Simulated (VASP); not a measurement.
Input of a VASP 6.6.1 run:

INCAR

```
SYSTEM = Si64Ni
ALGO     = Normal         ! electronic algorithm
EDIFF    = 1E-6           ! SCF threshold, eV
EDIFFG   = -0.01          ! ionic threshold
ENCUT    = 520            ! plane-wave cutoff, eV
GGA      = PS             ! functional
IBRION   = 2              ! ionic algorithm
ISIF     = 2              ! what is computed and relaxed
ISMEAR   = 0              ! smearing method
LASPH    = .TRUE.         ! aspherical terms in the spheres
LCHARG   = .FALSE.        ! write CHGCAR
LREAL    = .FALSE.        ! projectors in reciprocal space
LWAVE    = .FALSE.        ! write WAVECAR
NELM     = 100            ! most SCF steps
NSW      = 40             ! ionic steps
PREC     = Accurate       ! precision mode
SIGMA    = 0.03           ! smearing width, eV
```

The input KPOINTS:

```
k-points
0
G
  2 2 2
  0 0 0
```

Contents of POSCAR:

```
Si64Ni
1.0
   10.8620000000      0.0000000000      0.0000000000
    0.0000000000     10.8620000000      0.0000000000
    0.0000000000      0.0000000000     10.8620000000
Ni Si
1 64
Direct
    0.2500000000      0.2500000000      0.2500000000
    0.1250000000      0.1250000000      0.1250000000
    0.1250000000      0.3750000000      0.3750000000
    0.3750000000      0.1250000000      0.3750000000
    0.3750000000      0.3750000000      0.1250000000
    0.0000000000      0.2500000000      0.2500000000
    0.2500000000      0.0000000000      0.2500000000
    0.2500000000      0.2500000000      0.0000000000
    0.5000000000      0.2500000000      0.2500000000
    0.2500000000      0.5000000000      0.2500000000
    0.2500000000      0.2500000000      0.5000000000
    0.1250000000      0.1250000000      0.6250000000
    0.1250000000      0.6250000000      0.1250000000
    0.6250000000      0.1250000000      0.1250000000
    0.1250000000      0.3750000000      0.8750000000
    0.1250000000      0.8750000000      0.3750000000
    0.6250000000      0.3750000000      0.3750000000
    0.3750000000      0.1250000000      0.8750000000
    0.3750000000      0.6250000000      0.3750000000
    0.8750000000      0.1250000000      0.3750000000
    0.3750000000      0.3750000000      0.6250000000
    0.3750000000      0.8750000000      0.1250000000
    0.8750000000      0.3750000000      0.1250000000
    0.0000000000      0.0000000000      0.0000000000
    0.0000000000      0.0000000000      0.5000000000
    0.0000000000      0.5000000000      0.0000000000
    0.0000000000      0.5000000000      0.5000000000
    0.5000000000      0.0000000000      0.0000000000
    0.5000000000      0.0000000000      0.5000000000
    0.5000000000      0.5000000000      0.0000000000
    0.5000000000      0.5000000000      0.5000000000
    0.1250000000      0.6250000000      0.6250000000
    0.6250000000      0.1250000000      0.6250000000
    0.6250000000      0.6250000000      0.1250000000
    0.1250000000      0.8750000000      0.8750000000
    0.6250000000      0.3750000000      0.8750000000
    0.6250000000      0.8750000000      0.3750000000
    0.3750000000      0.6250000000      0.8750000000
    0.8750000000      0.1250000000      0.8750000000
    0.8750000000      0.6250000000      0.3750000000
    0.3750000000      0.8750000000      0.6250000000
    0.8750000000      0.3750000000      0.6250000000
    0.8750000000      0.8750000000      0.1250000000
    0.0000000000      0.2500000000      0.7500000000
    0.0000000000      0.7500000000      0.2500000000
    0.5000000000      0.2500000000      0.7500000000
    0.5000000000      0.7500000000      0.2500000000
    0.2500000000      0.0000000000      0.7500000000
    0.2500000000      0.5000000000      0.7500000000
    0.7500000000      0.0000000000      0.2500000000
    0.7500000000      0.5000000000      0.2500000000
    0.2500000000      0.7500000000      0.0000000000
    0.2500000000      0.7500000000      0.5000000000
    0.7500000000      0.2500000000      0.0000000000
    0.7500000000      0.2500000000      0.5000000000
    0.6250000000      0.6250000000      0.6250000000
    0.6250000000      0.8750000000      0.8750000000
    0.8750000000      0.6250000000      0.8750000000
    0.8750000000      0.8750000000      0.6250000000
    0.0000000000      0.7500000000      0.7500000000
    0.5000000000      0.7500000000      0.7500000000
    0.7500000000      0.0000000000      0.7500000000
    0.7500000000      0.5000000000      0.7500000000
    0.7500000000      0.7500000000      0.0000000000
    0.7500000000      0.7500000000      0.5000000000
```

Potentials or basis: VASP PAW PBE potentials, release 64 (Ni, Si).

Command:

```console
$ cat potpaw_PBE.64/Ni/POTCAR potpaw_PBE.64/Si/POTCAR > POTCAR
$ mpirun -np 1 vasp_std > vasp.out
```

(1) What does it give for the band gap on the k mesh?

(2) What does it give for the energy gained by relaxing?

Results:

(1) 0.28 eV, direct.

(2) 0.7 meV/atom.
